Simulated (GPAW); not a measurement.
Input of a GPAW 26.7.0 run:

Contents of run.py:

```python
from ase.dft.bandgap import bandgap
from ase.io import read, write
from ase.units import GPa
from gpaw import GPAW, PW

atoms = read('InP.xyz')

calc = GPAW(mode=PW(600),
            xc='RPBE',
            kpts={'size': (8, 8, 8), 'gamma': True},
            occupations={'name': 'methfessel-paxton', 'order': 0, 'width': 0.05},
            nbands=18,
            convergence={'density': 1e-05, 'energy': 1e-05},
            maxiter=150,
            txt='gpaw.txt')
atoms.calc = calc
energy = atoms.get_potential_energy()
forces = atoms.get_forces()
stress = atoms.get_stress()
calc.write('gs.gpw')
write('result.traj', atoms)
print(f'Energy: {energy:.6f} eV')
print('Forces (eV/A):')
print(forces.round(4))
print('Stress (GPa):', (stress / GPa).round(3))
print('Fermi level:', round(calc.get_fermi_level(), 4), 'eV')
print(f'Gap: {bandgap(calc)[0]:.4f} eV, direct: {bandgap(calc, direct=True)[0]:.4f} eV')
```

Contents of InP.xyz:

```xyz
2
Lattice="0.0000000000 2.9305000000 2.9305000000 2.9305000000 0.0000000000 2.9305000000 2.9305000000 2.9305000000 0.0000000000" Properties=species:S:1:pos:R:3 pbc="T T T"
In     0.0000000000      0.0000000000      0.0000000000
P      4.3957500000      4.3957500000      4.3957500000
```

Potentials or basis: the program's PAW data sets (release 1.2.1) made for this functional, pw.

Run with:

```bash
$ OMP_NUM_THREADS=1 python run.py
```

**Question.** Estimate the pressure.

**Answer.** 4.9 GPa.

**Question.** Estimate the band gap on the k mesh.

**Answer.** 0.85 eV, direct.

Caveat: spin-orbit coupling is left out, which moves the levels of the heavy elements.

**Experimental background.**

A printed reference work, data compilation reports, for a bulk crystal of InP at 1.6 K: band gap 1.4236 eV (direct).

A measured gap of InP is 1.4236 eV (direct; 1.6 K; a printed reference work, data compilation); the calculated 0.85 eV misses it by -0.58 eV. Spin-orbit coupling on In is left out. The value is that of RPBE, without temperature or zero-point motion. Semilocal functionals fall short of measured gaps as a rule.
